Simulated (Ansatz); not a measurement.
## WSe₂: levels along high-symmetry lines

```xyz
3
Lattice="3.2999 0.0000 0.0000 -1.6500 2.8578 0.0000 0.0000 0.0000 7.4880" Properties=species:S:1:pos:R:3 pbc="T T T"
W     0.0000    0.0000    0.0000
Se    0.0000    1.9052    1.7179
Se    1.6500    0.9526    5.7701
```

Atom numbers follow the list: W1, Se2, Se3.

The cell was built from the CdI2 type and relaxed in the same program, and has space group P-3m1; it needn't be a known or the stable phase.

Spin–orbit coupling is left out, though it moves levels of the heavy atoms by tenths of an eV or more.

These are results of DFT, PBE, all-electron LAPW, scalar-relativistic in Ansatz 0.2.0, not measurements.

Numerical set-up: a Γ-centred 10×10×6 k mesh, Fermi–Dirac smearing of 0.08 eV, basis error target 1 meV/atom, no spin polarisation.

Points in fractions of the reciprocal vectors of this cell: Γ (0, 0, 0), M (0.5, 0, 0), K (0.333, 0.333, 0), A (0, 0, 0.5), L (0.5, 0, 0.5), H (0.333, 0.333, 0.5). The path joins them by straight lines in the order Γ–M–K–Γ–A–L–H–A–L; legs that retrace an earlier one aren't tabulated. Energies are in eV from the Fermi level.

(1) Metal or insulator at this level of theory?

(2) Tabulate bands 44 to 49, counted from the lowest band of the run, along the path.

## Answers

(1) No gap opens: metallic or semimetallic.

(2) 
| k (1/Å) | point | band 44 | band 45 | band 46 | band 47 | band 48 | band 49 |
| --- | --- | --- | --- | --- | --- | --- | --- |
| 0.00 | Γ | -1.52 | -0.68 | -0.68 | 0.19 | 0.19 | 3.36 |
| 0.27 |  | -1.98 | -1.31 | -1.29 | 0.11 | 0.70 | 2.62 |
| 0.55 |  | -2.44 | -1.70 | -1.68 | 0.28 | 1.00 | 2.70 |
| 0.82 |  | -3.28 | -2.07 | -1.57 | 1.16 | 1.24 | 3.44 |
| 1.10 | M | -3.25 | -2.19 | -1.50 | 1.45 | 1.84 | 3.18 |
| 1.26 |  | -3.18 | -2.82 | -1.14 | 1.38 | 1.80 | 3.06 |
| 1.42 |  | -3.84 | -3.27 | -0.65 | 1.24 | 1.59 | 2.50 |
| 1.58 |  | -4.18 | -3.60 | -0.08 | 0.91 | 1.22 | 2.51 |
| 1.73 | K | -3.99 | -3.99 | 0.53 | 0.53 | 0.89 | 2.99 |
| 2.05 |  | -4.22 | -3.26 | 0.02 | 0.13 | 1.80 | 1.98 |
| 2.37 |  | -3.18 | -2.21 | -0.88 | 0.15 | 1.11 | 2.28 |
| 2.69 |  | -2.27 | -1.50 | -1.25 | 0.28 | 0.56 | 2.73 |
| 3.00 | Γ | -1.52 | -0.68 | -0.68 | 0.19 | 0.19 | 3.36 |
| 3.11 |  | -1.39 | -0.68 | -0.68 | 0.19 | 0.19 | 3.36 |
| 3.21 |  | -1.18 | -0.68 | -0.68 | 0.19 | 0.19 | 3.38 |
| 3.32 |  | -1.02 | -0.68 | -0.68 | 0.18 | 0.18 | 3.39 |
| 3.42 | A | -0.96 | -0.68 | -0.68 | 0.18 | 0.18 | 3.40 |
| 3.70 |  | -2.06 | -1.30 | -0.97 | 0.39 | 0.70 | 2.46 |
| 3.97 |  | -2.78 | -1.69 | -1.53 | 0.62 | 1.03 | 2.22 |
| 4.25 |  | -3.24 | -2.11 | -1.54 | 1.25 | 1.26 | 3.20 |
| 4.52 | L | -2.95 | -2.34 | -1.45 | 1.45 | 1.93 | 3.41 |
| 4.68 |  | -2.94 | -2.84 | -1.24 | 1.37 | 1.87 | 3.01 |
| 4.84 |  | -3.80 | -3.13 | -0.84 | 1.15 | 1.61 | 2.63 |
| 5.00 |  | -4.20 | -3.55 | -0.28 | 0.73 | 1.21 | 2.87 |
| 5.16 | H | -3.97 | -3.97 | 0.31 | 0.31 | 0.89 | 3.45 |
| 5.47 |  | -4.12 | -3.31 | -0.13 | 0.02 | 1.86 | 2.20 |
| 5.79 |  | -3.16 | -2.35 | -0.63 | -0.07 | 1.40 | 2.27 |
| 6.11 |  | -2.26 | -1.60 | -0.88 | 0.56 | 0.57 | 2.47 |
| 6.43 | A | -0.96 | -0.68 | -0.68 | 0.18 | 0.18 | 3.40 |
